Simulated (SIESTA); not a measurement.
# HfN under changes of volume

One of the cells (11.482 Å³/atom); the others are scaled copies at fixed shape and fractional positions:

```xyz
2
Lattice="0.0000 2.2560 2.2560 2.2560 0.0000 2.2560 2.2560 2.2560 0.0000" Properties=species:S:1:pos:R:3 pbc="T T T"
Hf    0.0000    0.0000    0.0000
N     2.2560    2.2560    2.2560
```

| Item | Value |
| --- | --- |
| Program | SIESTA 5.4.2 |
| Functional | PBEsol |
| Potentials or basis | PseudoDojo 0.4 standard (PBEsol files) |
| Basis | DZP (energy shift 0.003 Ry; two zetas on semicore shells) |
| Grid cutoff | 800 Ry |
| Energy shift | 0.003 Ry |
| k mesh | 10 × 10 × 10 |
| Occupations | fermi-dirac, width 0.05 eV |
| Spin | no spin polarisation |

```tsv
volume (Å³/atom)	energy over the lowest point (meV/atom)	pressure (GPa)
10.793	47.77	22.2
11.023	?	?
11.252	6.23	7.5
11.482	0.00	1.3
11.712	2.42	-4.4
11.941	12.40	-9.3
12.171	29.06	-13.7
```

**Question.** What does the run at 11.023 Å³/atom give?

**Answer.** Energy over the lowest point 21.80 meV/atom; pressure 14.5 GPa.

Worked out: A Birch-Murnaghan fit of order 3 (a polynomial in V^(-2/3)) to the other rows has its minimum at 11.53 Å³/atom with B0 = V·E''(V) = 289 GPa and B' = 4.5. It gives 21.67 meV/atom at 11.023 Å³/atom, against the run's 21.80, and -dE/dV = 14.4 GPa, against 14.5.

Energies are extrapolated to zero smearing.

Caveats: short orbitals over semicore shells can move pressures by several GPa; the basis of atomic orbitals isn't converged, which shifts pressures, moduli and gaps.
